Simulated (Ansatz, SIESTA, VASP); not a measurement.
**One calculation of GaN, 3 ways**

The starting cell:

```
Ga N
1.0
     3.18000    0.00000    0.00000
    -1.59000    2.75396    0.00000
     0.00000    0.00000    5.16600
Ga N
2 2
Direct
  0.66667 0.33333 0.50000
  0.33333 0.66667 0.00000
  0.66667 0.33333 0.87500
  0.33333 0.66667 0.37500
```

Alike in all runs: task relaxation of cell and atoms; functional PBEsol; k mesh 10 × 10 × 5; occupations fermi-dirac, width 0.05 eV; no spin polarisation; no spin-orbit coupling.

| program and potentials | plane-wave cutoff (eV) | notes | equilibrium volume (Å³/atom) |
| --- | --- | --- | --- |
| Ansatz, Ansatz PAW | 420 | potentials made for PBE, which Ansatz adapts in part | 11.37 |
| SIESTA, files PseudoDojo sr-pbesol-0.4.1-standard, DZP (energy shift 0.003 Ry; two zetas on semicore shells) | - | atomic basis | 11.54 |
| VASP, PBE PAW files Ga_d, N, 600 eV | 600 | potentials made for PBE | 11.35 |

The equilibrium volume spans 11.35 (VASP, PBE PAW files Ga_d, N, 600 eV) to 11.54 Å³/atom (SIESTA, files PseudoDojo sr-pbesol-0.4.1-standard, DZP (energy shift 0.003 Ry; two zetas on semicore shells)). Relaxations stop with a little pressure left, so the last digit of a volume isn't settled. Rows in atomic bases carry the error of their basis and grid, which can be large.

Differences between rows come from potentials, basis sets and numerical settings, since the functional is the same but for its coding. Runs on potential files found faulty are left out.
